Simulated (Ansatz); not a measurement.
# ZnTe (zinc blende): scan of one atom of the cell

Starting cell, ZnTe (zinc blende):

```
ZnTe
1.0
    0.00000     3.08955     3.08955
    3.08955     0.00000     3.08955
    3.08955     3.08955     0.00000
Te Zn
1 1
Direct
  0.75000   0.75000   0.75000
  0.00000   0.00000   0.00000
```

In this cell atom 2 (Zn, nearest neighbour Te at 2.676 Å; its periodic images, 4.4 Å or more away, move with it) is moved by s along Cartesian [110], unit vector (0.707, 0.707, 0.000); all other atoms and the cell stay fixed.

Level of theory: PBE (plane waves to 420 eV, PAW, scalar-relativistic; Ansatz, an electronic-structure program). k mesh 8×8×8 (Γ-centred), Fermi-Dirac smearing 0.05 eV. E stands for the smeared free energy. Stress and pressure are positive under compression. F∥ is the force on the atom along that direction. F⊥ is the part of the force across the line. Spin-orbit coupling is left out, though Te is heavy. ZnTe was relaxed with its symmetry unable to fall. The zero of ΔE is the undisplaced structure.

```csv
s (Å),ΔE (meV/cell),P (GPa),|F⊥| (eV/Å),F∥ (eV/Å)
-0.270,170.8,1.30,0.557,1.316
-0.216,107.7,0.83,0.352,1.024
-0.162,59.9,0.46,0.196,0.751
-0.108,26.4,0.21,0.086,0.492
-0.054,6.6,0.06,0.022,0.244
0.000,0.0,0.00,0.000,0.000
0.054,6.6,0.06,0.022,-0.244
0.108,26.4,0.21,0.086,-0.492
0.162,59.9,0.46,0.196,-0.751
0.216,107.7,0.83,0.352,-1.024
0.270,170.8,1.30,0.557,-1.316
```

Summary:

- Energy at s = 0.270 Å: 170.8 meV/cell
- Force along the line at s = -0.270 Å: 1.32 eV/Å
- Symmetry of the curve: even: the same for both signs
- Shape of the curve: a single well with its minimum at or next to zero displacement
- Force constant k = d²E/ds² at s = 0 (finite differences): 4.50 eV/Å²
- Harmonic estimate at the end of the scan: ½ks² = 163.9 meV/cell against the computed 170.8 meV/cell, so the well is close to harmonic there

The 11 points together took around 2.5 core-minutes (rough).

(A displaced cell: forces are minus the slopes of the energy, force constants its curvatures, and phonons follow from these.)
